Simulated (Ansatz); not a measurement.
**PbSe (Clausthalite) under changes of volume**

One of the cells (28.671 Å³/atom); the others are scaled copies at fixed shape and fractional positions:

```
Pb Se
1.0
     0.00000    3.06065    3.06065
     3.06065    0.00000    3.06065
     3.06065    3.06065    0.00000
Pb Se
1 1
Cartesian
  0.0000 0.0000 0.0000
  3.0606 3.0606 3.0606
```

```yaml
Program: Ansatz 0.2.0
Functional: RPBE
Potentials_or_basis: Ansatz PAW
Cutoff: "420 eV (not typed: the program's choice for these potentials)"
k_mesh: 8 × 8 × 8
Occupations: fermi-dirac, width 0.05 eV
Spin: no spin polarisation
```

```tsv
volume (Å³/atom)	energy over the lowest point (meV/atom)	pressure (GPa)	gap on the mesh (eV)
26.951	94.75	8.4	0.14
27.524	?	?	?
28.097	45.43	5.5	0.30
28.671	28.08	4.2	0.37
29.244	14.99	3.1	0.44
29.818	5.76	2.1	0.50
30.391	0.00	1.2	0.55
```

Task: What does the run at 27.524 Å³/atom give?

Result: Energy over the lowest point 67.49 meV/atom; pressure 6.8 GPa; gap on the mesh 0.22 eV.

Worked out: A Birch-Murnaghan fit of order 3 (a polynomial in V^(-2/3)) to the other rows has its minimum at 31.20 Å³/atom, just outside them, with B0 = V·E''(V) = 41 GPa and B' = 4.4. It gives 67.48 meV/atom at 27.524 Å³/atom, against the run's 67.49, and -dE/dV = 6.9 GPa, against 6.8. A parabola through the other rows of the gap, of slope 3.88 eV per unit of ln V (its deformation potential) there, gives 0.22 eV, against the run's 0.22.

Energies are extrapolated to zero smearing.

Caveats: spin-orbit coupling is left out, which as a rule narrows the gap of such compounds by several tenths of an eV; the PAW data sets come from PBE, with cores solved anew for the run's functional, which leaves a small shift of forces and pressure.

A mesh can miss the band edges.
